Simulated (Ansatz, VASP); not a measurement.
**Ir in VASP and in Ansatz**

```
CELL_PARAMETERS angstrom
0.00000 1.91970 2.13567
1.91970 0.00000 2.13567
1.91970 1.91970 0.00000
ATOMIC_POSITIONS crystal
Ir 0.00000 0.00000 0.00000
```

Change from the starting cell: strain +0.1125 x Voigt [0, 0, 1, 0, 0, 0], atoms carried along.

Alike in both runs: task single point; functional PBEsol; k mesh 22 × 22 × 22; occupations gaussian, width 0.15 eV; no spin polarisation.

```csv
,VASP,Ansatz
version,VASP 6.6.1,Ansatz 0.2.0
potentials or method,"VASP PAW PBE potentials, release 64 (Ir)","scalar-relativistic, plane waves, PAW"
plane-wave cutoff (eV),520,420
valence electrons in the cell,9,17
```

Ansatz gave:

- gap on the k mesh at the Fermi level (eV): none
- pressure (GPa): -30.5
- largest component of the traceless stress (GPa): 19.19

Task: Which values does VASP return?

Result: gap on the k mesh at the Fermi level (eV): none; pressure (GPa): -30.1; largest component of the traceless stress (GPa): 19.10.

A gap of «none» marks a metal or a gap that the smearing closes. The functional is the same, so the differences come from potentials, cutoffs and numerics. The two sets of potentials don't hold the same shells in valence.

Caveats: the cell as given lies far from equilibrium; so large a pressure means that the cell lies far from this level's equilibrium, or that cutoff or potentials fall short (VASP); the potentials were made for another functional, which shifts forces and pressure (VASP). Spin-orbit coupling is left out, which matters for the levels of Ir.
